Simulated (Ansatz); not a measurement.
CaF2 (fluorite)

```yaml
crystal:
  lattice:
    - [0.00000, 5.43914, 5.43914]
    - [2.71957, 0.00000, 2.71957]
    - [2.71957, 2.71957, 0.00000]
  atoms:
    - { symbol: Ca, position: [0.00000, 0.00000, 0.00000] }
    - { symbol: Ca, position: [0.50000, 0.00000, 0.00000] }
    - { symbol: F, position: [0.12500, 0.25000, 0.25000] }
    - { symbol: F, position: [0.62500, 0.25000, 0.25000] }
    - { symbol: F, position: [0.37500, 0.75000, 0.75000] }
    - { symbol: F, position: [0.87500, 0.75000, 0.75000] }
```

The atoms are displaced by Q × the pattern below (from a DFPT mode at L = (0.5, 0.0, 0.0), largest move 1; Q in Å), at fixed cell. It is one choice among 2 degenerate patterns. (q is in reciprocal vectors of the primitive cell; the cell shown is doubled to hold the pattern.)

```csv
atom,x,y,z
Ca1,-0.156,0.285,-0.442
Ca2,0.156,-0.285,0.442
F3,0.285,-0.520,0.805
F4,-0.285,0.520,-0.805
F5,-0.285,0.520,-0.805
F6,0.285,-0.520,0.805
```

Level of theory: r2SCAN (plane waves to 500 eV, PAW, scalar-relativistic; Ansatz, an electronic-structure program). k mesh 11×11×11 (Γ-centred), Fermi-Dirac smearing 0.05 eV. Energies are smeared free energies. CaF2 was relaxed with its symmetry unable to fall. The zero of ΔE is the undisplaced structure.

```csv
Q (Å),ΔE (meV/cell)
-0.1000,155.4
-0.0833,107.0
-0.0667,68.0
-0.0500,38.0
-0.0333,withheld
-0.0167,4.2
0.0000,0.0
0.0167,4.2
0.0333,withheld
0.0500,38.0
0.0667,68.0
0.0833,107.0
0.1000,155.4
```

Fit an even polynomial form (powers 2, 4) to the given rows and predict ΔE at Q = 0.0333.

Least squares on the 11 given rows: ΔE = (15100)·Q² + (44310)·Q⁴, in meV/cell with Q in Å; root-mean-square residual 0.05 meV/cell. At 0.0333 the fit gives 16.8 meV/cell; the calculation gives 16.8 meV/cell, the same to the digits shown. The quadratic term alone would give 16.7 meV/cell.

(For displaced atoms, the force is minus the slope of the energy, and its curvature is a force constant, which sets phonon frequencies.)
